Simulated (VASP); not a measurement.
Here is a VASP 6.6.1 calculation.

INCAR

```
  PREC = Accurate
  ENCUT = 520
  EDIFF = 1E-7
  ISMEAR = -1
  SIGMA = 0.05
  LREAL = F
  LASPH = T
  NELM = 100
  ALGO = Normal
  ISIF = 2
  LWAVE = F
  LCHARG = F
  ISPIN = 2
  MAGMOM = 1 1 1 0
  LORBIT = 11
  LMAXMIX = 4
  GGA = PE
  NBANDS = 28
```

KPOINTS

```
regular mesh
0
Gamma
  8 8 8
```

File POSCAR:

```
AlNi3
1.0
    3.5230547267      0.0000000000      0.0000000000
    0.0000000000      3.5230547267      0.0000000000
    0.0000000000      0.0000000000      3.5230547267
Ni Al
3 1
Direct
    0.5026850000      0.4964100000      0.0135770000
    0.5005900000      0.0062450000      0.4979510000
   -0.0162060000      0.4975420000      0.5045350000
   -0.0001420000     -0.0006570000     -0.0019820000
```

Potentials or basis: VASP PAW PBE potentials, release 64 (Ni, Al).

Command:

```bash
$ cat potpaw_PBE.64/Ni/POTCAR potpaw_PBE.64/Al/POTCAR > POTCAR
$ mpirun -np 1 vasp_std > vasp.out
```

Estimate the net moment.

0.67 μB per cell.

Estimate the site moments.

Ni +0.24; Al -0.01 μB.

What does it give for the largest force?

0.649 eV/Å.

Estimate the pressure.

7.8 GPa.

Forces in eV/Å, atoms in the order of the input:
```
Ni  -0.387  0.227 -0.423
Ni  -0.315 -0.327  0.285
Ni   0.618  0.188  0.061
Al   0.085 -0.088  0.077
```
